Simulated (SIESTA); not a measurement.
**TiC under changes of volume**

One of the cells (10.158 Å³/atom); the others are scaled copies at fixed shape and fractional positions:

```
CELL_PARAMETERS angstrom
0.00000 2.16572 2.16572
2.16572 0.00000 2.16572
2.16572 2.16572 0.00000
ATOMIC_POSITIONS crystal
Ti 0.00000 0.00000 0.00000
C 0.50000 0.50000 0.50000
```

The cell is a database's computed one.

```yaml
Program: SIESTA 5.4.2
Functional: PBE
Potentials_or_basis: PseudoDojo 0.4 standard (PBE files)
Basis: TZP (energy shift 0.003 Ry; two zetas on semicore shells)
Grid_cutoff: 800 Ry
Energy_shift: 0.003 Ry
k_mesh: 11 × 11 × 11
Occupations: fermi-dirac, width 0.05 eV
Spin: no spin polarisation
```

| volume (Å³/atom) | energy over the lowest point (meV/atom) | pressure (GPa) |
| --- | --- | --- |
| 9.548 | ? | ? |
| 9.752 | 16.56 | 12.6 |
| 9.955 | 4.53 | 6.4 |
| 10.158 | 0.00 | 1.0 |
| 10.361 | 2.05 | -4.1 |
| 10.564 | 10.17 | -8.6 |
| 10.767 | 23.68 | -12.6 |

Q: What does the run at 9.548 Å³/atom give?

A: Energy over the lowest point 36.75 meV/atom; pressure 19.3 GPa.

Worked out: A Birch-Murnaghan fit of order 3 (a polynomial in V^(-2/3)) to the other rows has its minimum at 10.19 Å³/atom with B0 = V·E''(V) = 260 GPa and B' = 4.3. It gives 36.94 meV/atom at 9.548 Å³/atom, against the run's 36.75, and -dE/dV = 19.5 GPa, against 19.3.

Energies are extrapolated to zero smearing.

Caveats: the basis of atomic orbitals isn't converged, which shifts pressures, moduli and gaps.
